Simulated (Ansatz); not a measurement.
This cell of SrF2 (fluorite) is off equilibrium:

```
CELL_PARAMETERS angstrom
      0.00000     5.75810     5.75810
      2.87905     0.00000     2.87905
      2.87905     2.87905     0.00000
ATOMIC_POSITIONS crystal
  Sr 0.00000 0.00000 0.00000
  Sr 0.50000 0.00000 0.00000
  F  0.12500 0.25000 0.25000
  F  0.62500 0.25000 0.25000
  F  0.37500 0.75000 0.75000
  F  0.85996 0.71992 0.84024
```

Calculation: PBEsol (plane waves to 420 eV, PAW, scalar-relativistic; Ansatz, a quantum-chemistry and plane-wave program). k mesh 4×8×8 (Γ-centred), Fermi-Dirac smearing 0.05 eV. Energies are smeared free energies. Stress and pressure are positive under compression. SrF2 was relaxed with its symmetry unable to fall.

Predict the force on every atom, in eV/Å.


```tsv
atom	Fx	Fy	Fz
Sr1	0.117	0.191	-0.117
Sr2	0.068	-0.008	-0.068
F3	0.162	0.189	-0.162
F4	0.108	0.080	-0.108
F5	0.050	-0.041	-0.050
F6	-0.505	-0.411	0.505
```

Give the stress tensor in GPa and the pressure.


```
   0.66    -0.63     0.63
  -0.63     0.67     0.63
   0.63     0.63     0.66
```
The pressure, a third of the trace, is 0.66 GPa.

In it atom 6 sits (0.173, 0.173, -0.173) Å away from its relaxed site. What is its energy relative to the relaxed cell?

140 meV/cell.

(A displaced cell: forces are minus the slopes of the energy, force constants its curvatures, and phonons follow from these.)
